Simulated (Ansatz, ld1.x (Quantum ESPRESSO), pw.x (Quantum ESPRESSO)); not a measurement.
# lithium (Li): one change to the ultrasoft potential, in the atom and in the fcc crystal

| Item | Value |
| --- | --- |
| Element | lithium |
| Generator | ld1.x (Quantum ESPRESSO) 7.5 |
| Type | ultrasoft |
| Functional | PBE |
| Relativity | scalar-relativistic |
| Frozen core | [He] |
| Valence charge | 1 |
| Reference configuration | 2s0.5 2p0.5 |
| Partial waves | 2s (bound): rcut 2.70, rcutus 3.00 bohr; 2s channel at 1.35 Ry: rcut 2.70, rcutus 3.00 bohr; 2p (bound): rcut 3.50, rcutus 4.30 bohr; 2p channel at 0.85 Ry: rcut 3.50, rcutus 4.30 bohr; 3d channel at 0.15 Ry: rcut 3.70, rcutus 4.65 bohr; 3d channel at 2.75 Ry: rcut 3.70, rcutus 4.65 bohr |
| Local potential | all-electron potential smoothed inside 2.60 bohr (lloc = -1) |
| Core correction | Bessel-smoothed model core inside 2.15 bohr |
| Augmentation charge | PSQ, inside the norm-conserving radii |

Change: waves 2p (bound): rcut 2.84, rcutus 3.02 bohr; 2p channel at 0.85 Ry: rcut 2.84, rcutus 3.02 bohr.

Cutoffs, loose and tight: the cutoffs (Ry, on a coarse ladder) from which the occupation-weighted sum of valence levels, in a spherical-Bessel basis at the reference potential, stays within 10 and 1 mRy of its value at 400 Ry. They do not see the model core or the augmentation charge, which bear on the density cutoff. Test errors are all-electron minus pseudo excitation energies from the reference, over the configurations 2s1 2p0; 2s0.5 2p0; 2s0 2p1; variants that change the core or the reference have their own tests.

Crystal test: fcc Li in pw.x 7.5, no spin, 13³ k-points, Fermi–Dirac smearing 0.01 Ry, cutoffs set for each file from its atomic test. The reference is all-electron LAPW (Ansatz 0.2.0) with the same functional, mesh and smearing; V0 and B0 come from Birch–Murnaghan fits to the pressures at five volumes. Errors are pseudo minus all-electron; Δ is the rms difference of the E(V) curves that follow from these fits, minima aligned, over ±6 % about the mean V0. Mesh and smearing are coarse, so the numbers serve the comparison and aren't converged zero-temperature values; the lattice is a test structure that the element need not adopt.

All-electron: a0 = 4.329 Å (V0 = 20.28 Å³/atom), B0 = 13.7 GPa.

Question: Does the change bring the crystal closer to the all-electron result?

Answer: The mean pressure error goes from +0.29 to +1.71 GPa, so the change moves the solid further from the all-electron pressures.

```csv
quantity,base,changed
outcome (atom),generated,generated
"cutoff, loose (atom)",6 Ry,6 Ry
"cutoff, tight (atom)",6 Ry,6 Ry
bound ghosts (atom),none,none
largest test error (meV) (atom),+2.8,+2.4
cutoffs in pw.x (Ry),40/320,40/320
a0 (Å),4.362,–
a0 error (%),+0.77,–
B0 error (%),-9.9,–
Δ (meV/atom),1.3,–
mean pressure error (GPa),+0.29,+1.71
```

A dash: not determined, or the minimum lies outside the volumes sampled.

Base: The largest radius (4.65 bohr) exceeds half the bond length (2.90 bohr), so the spheres overlap, which is one possible source of error among others. This is a poor potential for the solid. Changed file: The largest radius (4.65 bohr) exceeds half the bond length (2.90 bohr), so the spheres overlap, which is one possible source of error among others. This is a poor potential for the solid. The atomic tests give no hint of an error of this size, and its cause was not traced. The atomic cutoffs weigh occupied waves only.
